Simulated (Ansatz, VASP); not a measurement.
**CaO: VASP beside Ansatz**

```
CELL_PARAMETERS angstrom
0.00000 2.41227 2.52247
2.41227 0.00000 2.52247
2.41227 2.41227 0.00000
ATOMIC_POSITIONS crystal
Ca 0.00000 0.00000 0.00000
O 0.50000 0.50000 0.50000
```

Change from the starting cell: strain -0.015 along x and y, +0.030 along z, atoms carried along.

Alike in both runs: task single point; functional LDA; k mesh 8 × 8 × 8; occupations gaussian, width 0.05 eV; no spin polarisation.

|  | VASP | Ansatz |
| --- | --- | --- |
| version | VASP 6.6.1 | Ansatz 0.2.0 |
| potentials or method | VASP PAW LDA potentials, release 64 (Ca_sv, O) | scalar-relativistic, plane waves, PAW |
| plane-wave cutoff (eV) | 520 | 420 |
| valence electrons in the cell | 16 | 16 |

Ansatz gave:

* gap on the k mesh at the Fermi level (eV): 3.44
* least direct gap on the mesh (eV): 3.86
* pressure (GPa): -11.3
* largest component of the traceless stress (GPa): 2.51

Estimate VASP's values.

gap on the k mesh at the Fermi level (eV): 3.42; least direct gap on the mesh (eV): 3.83; pressure (GPa): -10.7; largest component of the traceless stress (GPa): 2.68.

A k mesh can miss the band edges.
